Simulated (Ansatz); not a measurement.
Au:

```xyz
2
Lattice="2.9000 0.0000 0.0000 -1.4500 2.5115 0.0000 0.0000 0.0000 4.8800" Properties=species:S:1:pos:R:3 pbc="T T T"
Au    1.4500    0.8372    1.2200
Au    0.0000    1.6743    3.6600
```

This isn't the form of Au at room conditions, which is fcc.

| Quantity | Value |
| --- | --- |
| Program | Ansatz 0.2.0 |
| Task | relaxation of cell and atoms |
| Functional | HSE06 |
| Potentials or basis | Ansatz PAW |
| Cutoff | 420 eV (not typed: the program's choice for these potentials) |
| k mesh | 6 × 6 × 3 |
| Occupations | fermi-dirac, width 0.05 eV |
| Spin | no spin polarisation |

At the start: volume 17.77 Å³/atom.

Q: Where does the relaxation end?

A: It ends after 5 steps and the volume is 17.87 Å³/atom (+0.6 %); space group P6_3/mmc (No. 194, to 0.05 Å).

The path:
| step | energy change (eV) | largest force (eV/Å) | volume (Å³) |
| --- | --- | --- | --- |
| 1 | 0.0000 | 0.0000 | 35.54 |
| 2 | -0.0370 | 0.0000 | 35.86 |
| 3 | -0.0372 | 0.0000 | 35.62 |
| 4 | -0.0373 | 0.0000 | 35.75 |
| 5 | -0.0374 | 0.0000 | 35.75 |

Final structure:
```
Au
1.0
     2.84514    0.00000    0.00000
    -1.42257    2.46397    0.00000
     0.00000    0.00000    5.09912
Au
2
Direct
  0.66667 0.33333 0.25000
  0.33333 0.66667 0.75000
```

Caveat: the k mesh is coarse (spacing up to 0.43 Å⁻¹), so the values aren't converged, least of all with exact exchange; the plane-wave basis is chosen anew once the cell has moved, so the energies of steps on either side of that aren't comparable; the PAW data sets come from PBE, with cores solved anew for the run's functional, which leaves a small shift of forces and pressure.
